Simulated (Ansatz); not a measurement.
CoO, DFT, PBE, PAW with Ansatz's default frozen-core files, scalar-relativistic (Ansatz 0.2.0), run on 1 thread of Arm Neoverse V2 on a shared host.

The cell is COD entry 1533087, as deposited and not checked against the literature; nothing was relaxed.

Command: `ansatz run input.yaml --threads 1 --pin off --max-ram 3072MiB --backend cpu --events-out ev --progress --plain --runs-dir out`

```yaml
crystal:
  lattice:
    - [0.0, 2.1315, 2.1315]
    - [2.1315, 0.0, 2.1315]
    - [2.1315, 2.1315, 0.0]
  atoms:
    - { symbol: Co, position: [0.0, 0.0, 0.0], spin: 2.0 }
    - { symbol: O, position: [0.5, 0.5, 0.5] }
magnetization:
  spin_polarized: true
kpoints:
  mp_grid: { grid: [16, 16, 16] }
  band_path:
    path:
      - [0.0, 0.0, 0.0]
      - [0.5, 0.0, 0.5]
      - [0.625, 0.25, 0.625]
      - [0.375, 0.375, 0.75]
      - [0.0, 0.0, 0.0]
      - [0.5, 0.5, 0.5]
      - [0.5, 0.25, 0.75]
      - [0.5, 0.0, 0.5]
    npoints: 14
scf:
  occupations: { method: fermi_dirac, width: 0.05 }
hamiltonian:
  xc: pbe
  pseudopotentials: { kind: paw }
output:
  forces: true
  stress: true
  eigenvalues: true
  efg: { contact_densities: true }
  populations: true
  bader: true
  dos: { projected: true, de: 0.2, e_range: [-14, 8] }
  write_density: true
  write_potential: true
  elf: true
  volumetric_format: npy
```

(1) How large is the problem that the program sets up?

(2) About how long does it take, and how much memory does it use?

(3) And the same cell and mesh by full-potential LAPW, asked for forces, stress, eigenvalues, populations, dos and the same band path, on the same hardware?

(4) And the same cell and mesh by all-electron PAW (datasets made for this crystal), asked for forces, stress, eigenvalues, efg and the same band path, on the same hardware?

## Answers

(1) 145 irreducible k-points, 339 plane waves at Γ, 17 bands.

(2) 23 s of wall time for 14 SCF iterations, with a peak of 0.42 GiB. Times on shared machines scatter by tens of per cent.

(3) 71 s, peak memory 0.69 GiB.

(4) 52 s, peak memory 0.85 GiB.
